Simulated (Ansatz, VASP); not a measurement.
## Two plane-wave programs on TaAs

INCAR

```
SYSTEM = TaAs
PREC = Accurate ; ENCUT = 600
EDIFF = 1E-7 ; ISMEAR = 0
SIGMA = 0.1 ; LREAL = .False.
LASPH = .True. ; NELM = 100
ALGO = Normal ; ISIF = 3
LWAVE = .False. ; LCHARG = .False.
GGA = PE ; IBRION = 2
NSW = 90 ; EDIFFG = -0.04
```

KPOINTS

```
Automatic mesh
0
Gamma
  6 6 6
  0 0 0
```

File POSCAR:

```
TaAs
1.0
    3.5245000000      0.0000000000      0.0000000000
   -1.7622500000      3.0523065400      0.0000000000
    0.0000000000      0.0000000000      3.3951730000
Ta As
1 1
Direct
    0.3333333300      0.6666666700      0.5000000000
    0.0000000000      0.0000000000      0.0000000000
```

Input for Ansatz:

```yaml
crystal:
  lattice:
    - [3.5245, 0.0, 0.0]
    - [-1.76225, 3.05230654, 0.0]
    - [0.0, 0.0, 3.395173]
  atoms:
    - { symbol: Ta, position: [0.33333333, 0.66666667, 0.5] }
    - { symbol: As, position: [0.0, 0.0, 0.0] }
basis:
  ecutwfc: 420
kpoints:
  mp_grid: { grid: [6, 6, 6] }
hamiltonian:
  xc: pbe
scf:
  occupations: { method: gaussian, width: 0.1 }
  lower_state_search: "off"
output:
  forces: true
  stress: true
  eigenvalues: true
relax:
  adjacent_minimum: "off"
  f_tol: 0.04
  max_steps: 70
  cell: { stress_tol: 0.4 }
```

Alike in both runs: task relaxation of cell and atoms; functional PBE; k mesh 6 × 6 × 6; occupations gaussian, width 0.1 eV; no spin polarisation.

```csv
,VASP,Ansatz
version,VASP 6.6.1,Ansatz 0.2.0
potentials or method,"VASP PAW PBE potentials, release 64 (Ta_pv, As)","scalar-relativistic, plane waves, PAW"
plane-wave cutoff (eV),600,420
valence electrons in the cell,16,28
```

Ansatz gave:

| Property | Result |
| --- | --- |
| gap on the k mesh at the Fermi level, each at its own relaxed structure (eV) | none |
| relaxed volume (Å³/atom) | 17.61 |
| relaxed cell length with the largest relative difference (Å) | 3.474 |
| energy change over the relaxation (meV/atom) | -22 |

Task: Estimate VASP's values.

Result: gap on the k mesh at the Fermi level, each at its own relaxed structure (eV): none; relaxed volume (Å³/atom): 17.66; relaxed cell length with the largest relative difference (Å): 3.479; energy change over the relaxation (meV/atom): -21.

A gap of «none» marks a metal or a gap that the smearing closes. The two sets of potentials don't hold the same shells in valence.

The runs have no spin-orbit coupling, so splittings on Ta are missing.
